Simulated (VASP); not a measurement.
# BaTiO3 (Pm-3m) in VASP: further runs

Runs on BaTiO3. Level: PBE. Tasks: single point.

Everything below comes from runs of VASP 6.6.1. Logs are shortened: lines on timing, memory, paths and dates and some standing lists are left out, and cuts for length are marked.

### Step 1. The undisturbed crystal

It takes space group Pm-3m (No. 221, cubic). The conventional cell has a = 4.006 Å, b = 4.006 Å, c = 4.006 Å, α = 90.00°, β = 90.00°, γ = 90.00°. Around Ba (site symmetry m-3m) lie 12 O at 2.83 Å. Ti (site symmetry m-3m) is surrounded by 6 O at 2.00 Å. O (site symmetry 4/mmm) is surrounded by 2 Ti at 2.00 Å.

### Step 2. Single point, PBE

The input, INCAR:

```
PREC = Accurate
ENCUT = 460
EDIFF = 1E-7
ISMEAR = 0
SIGMA = 0.5
LREAL = False
LASPH = True
NELM = 100
ALGO = Normal
ISIF = 2
LWAVE = False
LCHARG = False
GGA = PE
ADDGRID = False
```

The input, KPOINTS:

```
Automatic mesh
0
Gamma
  4 4 4
```

The input, POSCAR:

```
BaTiO3
1.0
    4.0060000000      0.0000000000      0.0000000000
    0.0000000000      4.0060000000      0.0000000000
    0.0000000000      0.0000000000      4.0060000000
Ba Ti O
1 1 3
Direct
    0.4701120000      0.5031600000      0.5056990000
   -0.0202070000      0.0016430000     -0.0204470000
   -0.0270160000     -0.0188640000      0.5097340000
   -0.0003670000      0.4971430000     -0.0056670000
    0.4958670000     -0.0087980000      0.0064420000
```

Potentials or basis: VASP PAW PBE potentials, release 64 (Ba_sv, Ti_sv, O).

Command:

```bash
$ cat potpaw_PBE.64/Ba_sv/POTCAR potpaw_PBE.64/Ti_sv/POTCAR potpaw_PBE.64/O/POTCAR > POTCAR
$ mpirun -np 1 vasp_std > vasp.out
```

OUTCAR:

```text
PREC = Accurate
   ENCUT = 460
   EDIFF = 1E-7
   ISMEAR = 0
   LREAL = False
   LASPH = True
   NELM = 100
   ISIF = 2
   GGA = PE

 Found     36 irreducible k-points:

 Following reciprocal coordinates:
            Coordinates               Weight
  0.000000  0.000000  0.000000      1.000000
  0.250000  0.000000  0.000000      2.000000
  0.000000  0.250000  0.000000      2.000000
  0.000000  0.000000  0.250000      2.000000
  0.500000  0.000000  0.000000      1.000000
  0.000000  0.500000  0.000000      1.000000
   k-points           NKPTS =     36   k-points in BZ     NKDIM =     36   number of bands    NBANDS=     24
   number of dos      NEDOS =    301   number of ions     NIONS =      5
   total plane-waves  NPLWV =  21952
   dimension x,y,z NGX =    28 NGY =   28 NGZ =   28
   dimension x,y,z NGXF=    56 NGYF=   56 NGZF=   56
   ions per type =               1   1   3
   NGX,Y,Z   is equivalent  to a cutoff of  11.62, 11.62, 11.62 a.u.
   NGXF,Y,Z  is equivalent  to a cutoff of  23.24, 23.24, 23.24 a.u.
 SYSTEM =  unknown system
   PREC   = accura    normal or accurate (medium, high low for compatibility)
   ISTART =      0    job   : 0-new  1-cont  2-samecut
   ICHARG =      2    charge: 1-file 2-atom 10-const
   ISPIN  =      1    spin polarized calculation?
   LNONCOLLINEAR =      F non collinear calculations
   LSORBIT =      F    spin-orbit coupling
   LASPH  =      T    aspherical Exc in radial PAW
   ENCUT  =  460.0 eV  33.81 Ry    5.81 a.u.   7.01  7.01  7.01*2*pi/ulx,y,z
   NELM   =    100;   NELMIN=  2; NELMDL= -5     # of ELM steps
   EDIFF  = 0.1E-06   stopping-criterion for ELM
   LREAL  =      F    real-space projection
   EDIFFG = 0.1E-05   stopping-criterion for IOM
   NSW    =      0    number of steps for IOM
   IBRION =     -1    ionic relax: 0-MD 1-quasi-New 2-CG
   NFREE  =      0    steps in history (QN), initial steepest desc. (CG)
   ISIF   =      2    stress and relaxation
   ISYM   =      2    0-nonsym 1-usesym 2-fastsym
   POTIM  = 0.5000    time-step for ionic-motion
   TEBEG  =    0.0;   TEEND  =   0.0 temperature during run
   PSTRESS=    0.0 pullay stress
   NELECT =      40.0000    total number of electrons
   NUPDOWN=      -1.0000    fix difference up-down
   EMIN   =  10.00;   EMAX   =-10.00  energy-range for DOS
   EFERMI =   0.00;   METHOD = LEGACY
   ISMEAR =     0;   SIGMA  =   0.50  broadening in eV -4-tet -1-fermi 0-gaus
   EFERMI_NEDOS =   21; number of points for ismear=-14 and -15
   IALGO  =     38    algorithm
   IMIX   =      4    mixing-type and parameters
     AMIX     =   0.40;   BMIX     =  1.00
     AMIX_MAG =   1.60;   BMIX_MAG =  1.00
  volume/ion in A,a.u.               =      12.86        86.77
  Fermi-wavevector in a.u.,A,eV,Ry     =   1.397603  2.641087 26.576187  1.953295
  Thomas-Fermi vector in A             =   2.520843
   LORBIT       =      0    0 simple, 1 ext, 2 COOP (PROOUT), +10 PAW based schemes
   GGA     = PE    functional components
   LHFCALC =     F    Hartree Fock is set to
   AEXX    =    0.0000 exact exchange contribution
   IVDW    =     0    specifies the selected vdW correction
   LEPSILON=     F    determine dielectric tensor
   LRPA    =     F    only Hartree local field effects (RPA)
 non-spin polarized calculation
 Gauss-broadening in eV      SIGMA  =   0.50
  energy-cutoff  :      460.00
  volume of cell :       64.29
 maximum number of plane-waves:      1472
   NGX = 15   NGY = 15   NGZ = 15

 number of electron      39.9999995 magnetization

 Free energy of the ion-electron system (eV)
  ---------------------------------------------------
  ext. energy  EPLUGINS =         0.00000000
  ---------------------------------------------------
  free energy    TOTEN  =       -39.92624789 eV

  energy without entropy =      -39.92495640  energy(sigma->0) =      -39.92560215

 E-fermi :   4.8048     XC(G=0): -11.2369

 val. band max:        3.8233912206   @ k =   0.5000   0.5000   0.5000
 cond. band min:       5.7202817051   @ k =   0.0000   0.0000   0.0000
 fundamental gap:      1.8968904846
 Fermi energy:         4.8047868669

 k-point     1 :       0.0000    0.0000    0.0000
  band No.  band energies     occupation
      1     -52.7386      2.00000
      2     -28.9868      2.00000
      3     -28.9592      2.00000
      4     -28.9515      2.00000
      5     -21.0134      2.00000
      6     -13.0771      2.00000
      7     -12.4293      2.00000
      8     -12.3664      2.00000
      9      -6.1927      2.00000
     10      -6.1852      2.00000
     11      -6.1832      2.00000
     12       1.4909      2.00000
     13       1.5128      2.00000
     14       1.5154      2.00000
     15       2.5776      2.00000
     16       2.6012      2.00000
     17       2.7080      2.00000
     18       3.4834      1.99981
     19       3.4966      1.99978
     20       3.5357      1.99967
     21       5.7203      0.00961
     22       5.8505      0.00310
     23       5.8842      0.00227
     24       7.8426      0.00000

 k-point     2 :       0.2500    0.0000    0.0000
  band No.  band energies     occupation
      1     -52.7382      2.00000
      2     -28.9865      2.00000
      3     -28.9844      2.00000
      4     -28.9505      2.00000
      5     -20.9548      2.00000
      6     -13.1616      2.00000
      7     -12.4017      2.00000
      8     -12.2768      2.00000
      9      -6.1168      2.00000
     10      -6.1051      2.00000
     11      -5.9724      2.00000
     12       0.6521      2.00000
     13       1.3029      2.00000
     14       1.3252      2.00000
     15       2.0402      2.00000
     16       2.1772      2.00000
     17       2.3393      2.00000
     18       2.5806      2.00000
     19       3.2059      1.99999
     20       3.2701      1.99999
     21       5.8831      0.00229
     22       6.5909      0.00000
     23       6.6513      0.00000
     24       7.9026      0.00000

 k-point     3 :       0.0000    0.2500    0.0000
  band No.  band energies     occupation
      1     -52.7382      2.00000
      2     -28.9858      2.00000
      3     -28.9775      2.00000
      4     -28.9582      2.00000
      5     -20.9552      2.00000
      6     -13.1601      2.00000
      7     -12.3971      2.00000
      8     -12.2791      2.00000
      9      -6.1075      2.00000
     10      -6.1026      2.00000
     11      -5.9869      2.00000
     12       0.6661      2.00000
     13       1.3058      2.00000
     14       1.3184      2.00000
     15       1.9543      2.00000
     16       2.1918      2.00000
     17       2.4058      2.00000
     18       2.5695      2.00000
     19       3.1654      2.00000
     20       3.2861      1.99998
     21       5.9163      0.00167
     22       6.5728      0.00000
     23       6.6399      0.00000
     24       7.9287      0.00000

 k-point     4 :       0.0000    0.0000    0.2500
  band No.  band energies     occupation
      1     -52.7382      2.00000
      2     -29.0130      2.00000
      3     -28.9582      2.00000
      4     -28.9505      2.00000
      5     -20.9548      2.00000
      6     -13.1260      2.00000
      7     -12.3762      2.00000
      8     -12.3397      2.00000
      9      -6.1165      2.00000
     10      -6.1113      2.00000
     11      -5.9673      2.00000
     12       0.6090      2.00000
     13       1.3245      2.00000
     14       1.3377      2.00000
     15       2.0323      2.00000
     16       2.1482      2.00000
     17       2.3584      2.00000
     18       2.5842      2.00000
     19       3.2470      1.99999
     20       3.2787      1.99998
     21       5.8098      0.00448
     22       6.6371      0.00000
     23       6.6883      0.00000
     24       7.8454      0.00000

 k-point     5 :       0.5000    0.0000    0.0000
  band No.  band energies     occupation
      1     -52.7376      2.00000
      2     -29.0109      2.00000
      3     -28.9847      2.00000
      4     -28.9495      2.00000
      5     -20.8946      2.00000
      6     -13.3194      2.00000
      7     -12.3771      2.00000
      8     -12.0834      2.00000
      9      -6.0308      2.00000
     10      -6.0196      2.00000
     11      -5.7729      2.00000
     12      -0.1401      2.00000
     13       1.0011      2.00000
     14       1.0523      2.00000
     15       1.6415      2.00000
     16       1.8972      2.00000
     17       1.9815      2.00000
     18       2.1688      2.00000
     19       2.9646      2.00000
     20       3.0156      2.00000
     21       5.9643      0.00104
     22       7.3453      0.00000
     23       7.3997      0.00000
     24       7.8896      0.00000

 k-point     6 :       0.0000    0.5000    0.0000
  band No.  band energies     occupation
      1     -52.7376      2.00000
      2     -29.0034      2.00000
      3     -28.9847      2.00000
      4     -28.9572      2.00000
      5     -20.8953      2.00000
      6     -13.3151      2.00000
      7     -12.3766      2.00000
      8     -12.0809      2.00000
      9      -6.0204      2.00000
     10      -6.0162      2.00000
     11      -5.7918      2.00000
     12      -0.1343      2.00000
     13       1.0250      2.00000
     14       1.0313      2.00000
     15       1.5491      2.00000
     16       1.8545      2.00000
     17       2.0414      2.00000
     18       2.2460      2.00000
     19       2.8904      2.00000
     20       3.0334      2.00000
     21       5.9910      0.00079
     22       7.3350      0.00000
     23       7.3846      0.00000
     24       7.9123      0.00000

 [... further k-points ...]
[... 5 lines left out ...]
  --------------------------------------------------------------------------------------
  -------------------------------------------------------------------------------------
  Total        1.5120801      1.2675255      2.1208653     -0.0868474     -0.1130135     -0.1493509
  in kB       37.6836137     31.5888952     52.8555798     -2.1643841     -2.8164903     -3.7220778
  external PRESSURE =      40.7093629 kB  Pullay stress =       0.0000000 kB

 VOLUME and BASIS-vectors are now :
 -----------------------------------------------------------------------------
  energy-cutoff  :      460.00
  volume of cell :       64.29
      direct lattice vectors                 reciprocal lattice vectors
     4.006000000  0.000000000  0.000000000     0.249625562  0.000000000  0.000000000
     0.000000000  4.006000000  0.000000000     0.000000000  0.249625562  0.000000000
     0.000000000  0.000000000  4.006000000     0.000000000  0.000000000  0.249625562

 POSITION                                       TOTAL-FORCE (eV/Angst)
 -----------------------------------------------------------------------------------
      1.88327      2.01566      2.02583         0.389837     -0.184691     -0.393255
      3.92505      0.00658      3.92409        -0.410257      0.061173      0.037585
      3.89777      3.93043      2.04199         0.349341      0.384312      0.070023
      4.00453      1.99155      3.98330        -0.158171     -0.458313      0.260381
      1.98644      3.97076      0.02581        -0.170749      0.197520      0.025266
 -----------------------------------------------------------------------------------
    total drift:                                0.000051      0.000229      0.000449

  FREE ENERGIE OF THE ION-ELECTRON SYSTEM (eV)
  ---------------------------------------------------
  free  energy   TOTEN  =       -39.9262478932 eV

  energy  without entropy=      -39.9249564001  energy(sigma->0) =      -39.92560215
```

It took 25 s on 1 thread of Intel Xeon Platinum 8559C (Emerald Rapids), shared host; peak memory 0.18 GiB.

These settings aren't checked as converged: the numbers below hold their error.

Results:

```
Free energy            : -39.9262 eV
Pressure               : 4.1 GPa
Largest force          : 0.584 eV/Å
Band gap on the k mesh : 1.90 eV, indirect (least direct gap 2.18 eV)
```

Caveat: the cutoff is under 1.25 times the usual one of these potentials, so pressure, stress and relaxed cells hold a basis-set (Pulay) error; spin-orbit coupling is left out, which moves the levels of the heavy elements.

### Step 3. Single point, PBE

INCAR, as its differences from that of step 2:

```diff
@@ -4,3 +4,3 @@
 ISMEAR = 0
-SIGMA = 0.5
+SIGMA = 0.1
 LREAL = False
```

KPOINTS is that of step 2.

POSCAR is that of step 2.

Potentials or basis: VASP PAW PBE potentials, release 64 (Ba_sv, Ti_sv, O).

Command:

```bash
$ cat potpaw_PBE.64/Ba_sv/POTCAR potpaw_PBE.64/Ti_sv/POTCAR potpaw_PBE.64/O/POTCAR > POTCAR
$ mpirun -np 1 vasp_std > vasp.out
```

It took 25 s on 1 thread of Intel Xeon Platinum 8559C (Emerald Rapids), shared host; peak memory 0.18 GiB.

These settings aren't checked as converged: the numbers below hold their error.

Results:

* Free energy: -39.9261 eV
* Pressure: 4.1 GPa
* Largest force: 0.584 eV/Å
* Band gap on the k mesh: 1.90 eV, indirect (least direct gap 2.18 eV)

Caveat: the cutoff is under 1.25 times the usual one of these potentials, so pressure, stress and relaxed cells hold a basis-set (Pulay) error; spin-orbit coupling is left out, which moves the levels of the heavy elements.

### Step 4. Single point, PBE

INCAR, as its differences from that of step 3:

```diff
@@ -1,2 +1,2 @@
-PREC = Accurate
+PREC = Low
 ENCUT = 460
@@ -4,3 +4,3 @@
 ISMEAR = 0
-SIGMA = 0.1
+SIGMA = 0.05
 LREAL = False
```

KPOINTS is that of step 3.

POSCAR is that of step 3.

Command:

```bash
$ cat potpaw_PBE.64/Ba_sv/POTCAR potpaw_PBE.64/Ti_sv/POTCAR potpaw_PBE.64/O/POTCAR > POTCAR
$ mpirun -np 1 vasp_std > vasp.out
```

Wall time 16 s (1 thread of Intel Xeon Platinum 8559C (Emerald Rapids), shared host); peak memory 0.15 GiB.

These settings aren't checked as converged: the numbers below hold their error.

What came out:

```
Free energy            : -39.9319 eV
Pressure               : 4.1 GPa
Largest force          : 0.582 eV/Å
Band gap on the k mesh : 1.90 eV, indirect (least direct gap 2.18 eV)
```

Caveat: the cutoff is under 1.25 times the usual one of these potentials, so pressure, stress and relaxed cells hold a basis-set (Pulay) error; spin-orbit coupling is left out, which moves the levels of the heavy elements.

### Step 5. Single point, PBE

INCAR, as its differences from that of step 4:

```diff
@@ -1,2 +1,2 @@
-PREC = Low
+PREC = Accurate
 ENCUT = 460
@@ -5,3 +5,3 @@
 SIGMA = 0.05
-LREAL = False
+LREAL = Auto
 LASPH = True
```

KPOINTS is that of step 4.

POSCAR is that of step 4.

Potentials or basis: VASP PAW PBE potentials, release 64 (Ba_sv, Ti_sv, O).

Command:

```bash
$ cat potpaw_PBE.64/Ba_sv/POTCAR potpaw_PBE.64/Ti_sv/POTCAR potpaw_PBE.64/O/POTCAR > POTCAR
$ mpirun -np 1 vasp_std > vasp.out
```

OUTCAR:

```text
PREC = Accurate
   ENCUT = 460
   EDIFF = 1E-7
   ISMEAR = 0
   LREAL = Auto
   LASPH = True
   NELM = 100
   ISIF = 2
   GGA = PE

 Found     36 irreducible k-points:

 Following reciprocal coordinates:
            Coordinates               Weight
  0.000000  0.000000  0.000000      1.000000
  0.250000  0.000000  0.000000      2.000000
  0.000000  0.250000  0.000000      2.000000
  0.000000  0.000000  0.250000      2.000000
  0.500000  0.000000  0.000000      1.000000
  0.000000  0.500000  0.000000      1.000000
[... 242 lines left out ...]
  --------------------------------------------------------------------------------------
  -------------------------------------------------------------------------------------
  Total        1.5132417      1.2660068      2.1224118     -0.0858072     -0.1130161     -0.1496530
  in kB       37.7125642     31.5510475     52.8941215     -2.1384617     -2.8165545     -3.7296078
  external PRESSURE =      40.7192444 kB  Pullay stress =       0.0000000 kB

 VOLUME and BASIS-vectors are now :
 -----------------------------------------------------------------------------
  energy-cutoff  :      460.00
  volume of cell :       64.29
      direct lattice vectors                 reciprocal lattice vectors
     4.006000000  0.000000000  0.000000000     0.249625562  0.000000000  0.000000000
     0.000000000  4.006000000  0.000000000     0.000000000  0.249625562  0.000000000
     0.000000000  0.000000000  4.006000000     0.000000000  0.000000000  0.249625562

 POSITION                                       TOTAL-FORCE (eV/Angst)
 -----------------------------------------------------------------------------------
      1.88327      2.01566      2.02583         0.389857     -0.184444     -0.393078
      3.92505      0.00658      3.92409        -0.410312      0.061383      0.037623
      3.89777      3.93043      2.04199         0.348319      0.384015      0.069751
      4.00453      1.99155      3.98330        -0.157781     -0.458524      0.261284
      1.98644      3.97076      0.02581        -0.170083      0.197570      0.024420
 -----------------------------------------------------------------------------------
    total drift:                                0.001455     -0.000032      0.000419

  FREE ENERGIE OF THE ION-ELECTRON SYSTEM (eV)
  ---------------------------------------------------
  free  energy   TOTEN  =       -39.9258543399 eV

  energy  without entropy=      -39.9258543399  energy(sigma->0) =      -39.92585434
```

OSZICAR:

```text
N       E                     dE             d eps       ncg     rms          rms(c)
DAV:   1     0.420677772154E+03    0.42068E+03   -0.19114E+04  1728   0.163E+03
DAV:   2    -0.106297598388E+02   -0.43131E+03   -0.42371E+03  2168   0.459E+02
DAV:   3    -0.492312919994E+02   -0.38602E+02   -0.38310E+02  2192   0.140E+02
DAV:   4    -0.507731240083E+02   -0.15418E+01   -0.15410E+01  2616   0.263E+01
DAV:   5    -0.508107251518E+02   -0.37601E-01   -0.37599E-01  2256   0.357E+00    0.232E+01
DAV:   6    -0.400726369211E+02    0.10738E+02   -0.74721E+01  2688   0.777E+01    0.101E+01
DAV:   7    -0.400805502914E+02   -0.79134E-02   -0.12114E+01  2160   0.258E+01    0.654E+00
DAV:   8    -0.399093961193E+02    0.17115E+00   -0.10525E+00  2344   0.997E+00    0.278E+00
DAV:   9    -0.399390337868E+02   -0.29638E-01   -0.24039E-01  2336   0.364E+00    0.118E+00
DAV:  10    -0.399268098036E+02    0.12224E-01   -0.81652E-02  2304   0.300E+00    0.396E-01
DAV:  11    -0.399259080045E+02    0.90180E-03   -0.71317E-03  2672   0.699E-01    0.594E-02
DAV:  12    -0.399258714932E+02    0.36511E-04   -0.37819E-04  2000   0.180E-01    0.349E-02
DAV:  13    -0.399258533433E+02    0.18150E-04   -0.26082E-04  2336   0.172E-01    0.127E-02
DAV:  14    -0.399258546466E+02   -0.13033E-05   -0.25297E-05  2384   0.378E-02    0.639E-03
DAV:  15    -0.399258545791E+02    0.67493E-07   -0.14974E-06  2216   0.105E-02    0.508E-03
DAV:  16    -0.399258543693E+02    0.20977E-06   -0.10488E-06  2320   0.805E-03    0.120E-03
DAV:  17    -0.399258543399E+02    0.29403E-07   -0.95518E-08   992   0.302E-03
   1 F= -.39925854E+02 E0= -.39925854E+02  d E =-.546217E-17
```

Run time: 38 s. Hardware: 1 thread of Intel Xeon Platinum 8559C (Emerald Rapids), shared host; peak memory 0.17 GiB.

These settings aren't checked as converged: the numbers below hold their error.

Results:

```
Free energy            : -39.9259 eV
Pressure               : 4.1 GPa
Largest force          : 0.584 eV/Å
Band gap on the k mesh : 1.90 eV, indirect (least direct gap 2.18 eV)
```

Caveat: the cutoff is under 1.25 times the usual one of these potentials, so pressure, stress and relaxed cells hold a basis-set (Pulay) error; spin-orbit coupling is left out, which moves the levels of the heavy elements.

### Step 6. For comparison

An earlier run on the cell as given: functional PBEsol; potentials or basis VASP PAW PBE potentials, release 64 (Ba_sv, Ti_sv, O); cutoff 520 eV; k mesh 7 × 7 × 7; occupations fermi-dirac, width 0.05 eV; no spin polarisation.

* Pressure: -2.8 GPa
* Band gap on the k mesh: 1.76 eV, indirect (least direct gap 1.84 eV)
